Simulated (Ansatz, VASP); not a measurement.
**One calculation of Nb, two programs**

```
CELL_PARAMETERS angstrom
0.00000 2.10053 2.10053
2.13226 0.00000 2.10053
2.13226 2.10053 0.00000
ATOMIC_POSITIONS crystal
Nb 0.00000 0.00000 0.00000
```

Alike in both runs: task single point; functional PBEsol; k mesh 16 × 16 × 16; occupations gaussian, width 0.1 eV; no spin polarisation.

|  | VASP | Ansatz |
| --- | --- | --- |
| version | VASP 6.6.1 | Ansatz 0.2.0 |
| potentials or method | VASP PAW PBE potentials, release 64 (Nb_sv) | scalar-relativistic, plane waves, PAW |
| plane-wave cutoff (eV) | 520 | 420 |
| valence electrons in the cell | 13 | 13 |

|  | VASP | Ansatz | Ansatz less VASP |
| --- | --- | --- | --- |
| gap on the k mesh at the Fermi level (eV) | none | none | - |
| pressure (GPa) | -6.3 | -6.1 | +0.28 |
| largest component of the traceless stress (GPa) | 2.77 | 2.79 | +0.017 |

A gap of «none» marks a metal or a gap that the smearing closes.

Caveats: the PAW data sets were made with another functional, which shifts forces and pressure a little (VASP).
